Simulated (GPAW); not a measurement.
The system is ZnS (Wurtzite-2H).

```xyz
4
Lattice="3.8110 0.0000 0.0000 -1.9055 3.3004 0.0000 0.0000 0.0000 6.2340" Properties=species:S:1:pos:R:3 pbc="T T T"
Zn    1.9055    1.1001    3.1170
Zn    0.0000    2.2003    0.0000
S     1.9055    1.1001    5.5171
S     0.0000    2.2003    2.4001
```

* Program: GPAW 26.7.0
* Task: relaxation of cell and atoms
* Functional: rSCAN
* Dispersion: D3(BJ)
* Potentials or basis: GPAW PAW data sets (gpaw-data 1.2.1)
* Cutoff: 600 eV
* Basis: pw
* k mesh: 6 × 6 × 3
* Occupations: fermi-dirac, width 0.05 eV
* Spin: no spin polarisation

At the start: pressure -1.8 GPa; volume 19.60 Å³/atom.

Q: How do energy, volume and symmetry change on relaxing?

A: Over 25 steps the energy falls by 8.4 meV/atom and the volume is 19.12 Å³/atom (-2.5 %); space group P6_3mc (No. 186, to 0.05 Å).

The path:
| step | energy change (eV) | largest force (eV/Å) | pressure (GPa) | volume (Å³) |
| --- | --- | --- | --- | --- |
| 1 | 0.0000 | 0.3193 | -1.85 | 78.41 |
| 2 | -0.0057 | 0.2915 | -1.75 | 78.28 |
| 3 | -0.0151 | 0.2330 | -1.55 | 78.02 |
| 4 | -0.0249 | 0.1437 | -1.23 | 77.65 |
| 5 | -0.0308 | 0.0252 | -0.79 | 77.19 |
| 6 | -0.0307 | 0.1019 | -0.20 | 76.64 |
| 7 | -0.0308 | 0.0973 | -0.20 | 76.64 |
| 8 | -0.0312 | 0.0886 | -0.19 | 76.63 |
| 9 | -0.0316 | 0.0761 | -0.19 | 76.62 |
| 10 | -0.0321 | 0.0603 | -0.17 | 76.61 |
| 11 | -0.0325 | 0.0421 | -0.16 | 76.59 |
| 12 | -0.0328 | 0.0222 | -0.14 | 76.57 |
| 13 | -0.0331 | 0.0021 | -0.11 | 76.55 |
| 14 | -0.0332 | 0.0198 | -0.08 | 76.52 |
| 15 | -0.0332 | 0.0391 | -0.04 | 76.48 |
| 16 | -0.0332 | 0.0385 | -0.04 | 76.48 |
| 17 | -0.0332 | 0.0376 | -0.04 | 76.48 |
| 18 | -0.0332 | 0.0365 | -0.04 | 76.48 |
| 19 | -0.0333 | 0.0348 | -0.04 | 76.48 |
| 20 | -0.0333 | 0.0328 | -0.04 | 76.48 |
| 21 | -0.0333 | 0.0307 | -0.04 | 76.48 |
| 22 | -0.0333 | 0.0280 | -0.03 | 76.48 |
| 23 | -0.0334 | 0.0249 | -0.03 | 76.48 |
| 24 | -0.0334 | 0.0211 | -0.03 | 76.47 |
| 25 | -0.0334 | 0.0167 | -0.03 | 76.47 |

Final structure:
```
CELL_PARAMETERS angstrom
3.77885 0.00000 0.00000
-1.88943 3.27258 0.00000
0.00000 0.00000 6.18352
ATOMIC_POSITIONS crystal
Zn 0.66667 0.33333 0.50498
Zn 0.33333 0.66667 0.00498
S 0.66667 0.33333 0.88001
S 0.33333 0.66667 0.38001
```

Caveat: later steps reuse the first step's grids; the PAW data sets were made with another functional, which shifts forces and pressure a little.
